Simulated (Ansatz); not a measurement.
Wanted: the native input for an Ansatz 0.2.0 run.

```
Task                                : band structure
Functional                          : r2SCAN
Potentials or basis                 : Ansatz PAW
Cutoff                              : 500 eV (not typed: the program's choice for these potentials)
k mesh                              : 9 × 9 × 5
Occupations                         : fermi-dirac, width 0.05 eV
Spin                                : no spin polarisation
Path                                : [["G", "M", "K", "G", "A", "L", "H", "A"], ["L", "M"], ["K", "H"]]
Points for each segment of the path : 14
```

Sb:

```
Sb
1.0
     3.35453    0.00000    0.00000
    -1.67727    2.90511    0.00000
     0.00000    0.00000    5.47016
Sb
2
Cartesian
  1.6773 0.9684 4.1026
  0.0000 1.9367 1.3675
```

This isn't the form of Sb at room conditions, which is rhombohedral.

One way to write it, as run:

input.yaml

```yaml
crystal:
  lattice:
    - [3.3545324186, 0.0, 0.0]
    - [-1.6772662093, 2.9051102923, 0.0]
    - [0.0, 0.0, 5.47016065]
  atoms:
    - { symbol: Sb, position: [0.6666666667, 0.3333333333, 0.75] }
    - { symbol: Sb, position: [0.3333333333, 0.6666666667, 0.25] }
hamiltonian:
  xc: r2scan
  pseudopotentials: { kind: paw }
kpoints:
  mp_grid: { grid: [9, 9, 5] }
  band_path:
    path:
      - [[0.0, 0.0, 0.0], [0.5, 0.0, 0.0], [0.3333333333, 0.3333333333, 0.0], [0.0, 0.0, 0.0], [0.0, 0.0, 0.5], [0.5, 0.0, 0.5], [0.3333333333, 0.3333333333, 0.5], [0.0, 0.0, 0.5]]
      - [[0.5, 0.0, 0.5], [0.5, 0.0, 0.0]]
      - [[0.3333333333, 0.3333333333, 0.0], [0.3333333333, 0.3333333333, 0.5]]
    npoints: 14
scf:
  occupations: { method: fermi_dirac, width: 0.05 }
  n_extra_bands: 6
output:
  forces: true
  stress: true
  eigenvalues: true
  fatbands: false
```

Potentials or basis: Ansatz PAW.

The run is started by

```bash
$ ansatz run input.yaml --threads 2 --pin off --max-ram 5632MiB --backend cpu --events-out ev --progress --plain --runs-dir out
```

It gave:

```
Pressure               : 0.7 GPa
Band gap on the k mesh : none (metal or under the smearing width)
```

Caveat: spin-orbit coupling is left out, which moves the levels of the heavy elements; the PAW data sets come from PBE, with cores solved anew for the run's functional, which leaves a small shift of forces and pressure.

Run time: 5.8 s on 2 threads of Arm Neoverse V1, on a shared host, peak memory 0.44 GiB.
